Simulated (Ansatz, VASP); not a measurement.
Two plane-wave programs on AlN

```
Al N
1.0
     3.06896    0.00000    0.00000
    -1.53448    2.65779    0.00000
     0.00000    0.00000    4.91072
Al N
2 2
Direct
  0.33333 0.66667 0.00000
  0.66667 0.33333 0.50000
  0.33333 0.66667 0.38500
  0.66667 0.33333 0.88500
```

Change from the starting cell: volume scaled by 0.96, PAW files.

Alike in both runs: task electric field gradients; functional PBE; k mesh 11 × 11 × 6; occupations fermi-dirac, width 0.02 eV; no spin polarisation.

```csv
,VASP,Ansatz
version,VASP 6.6.1,Ansatz 0.2.0
potentials or method,"VASP PAW PBE potentials, release 64 (Al, N)","PAW with Ansatz's default frozen-core files, scalar-relativistic"
plane-wave cutoff (eV),520,420
valence electrons in the cell,16,16
```

|  | VASP | Ansatz | Ansatz less VASP |
| --- | --- | --- | --- |
| gap on the k mesh at the Fermi level (eV) | 4.53 | 4.52 | -0.013 |
| pressure (GPa) | 13.0 | 13.3 | +0.24 |
| largest component of the traceless stress (GPa) | 1.96 | 2.00 | +0.036 |
| rms of the force components (eV/Å) | 0.106 | 0.105 | -0.0008 |
| Vzz of the field gradient on the site that differs most (V/Å²) | 9.1 | 8.7 | -0.32 |

Atom by atom the forces differ by 0.001 eV/Å (rms over components).

Caveats: an odd mesh through Γ misses points on the zone boundary, where band edges often lie.
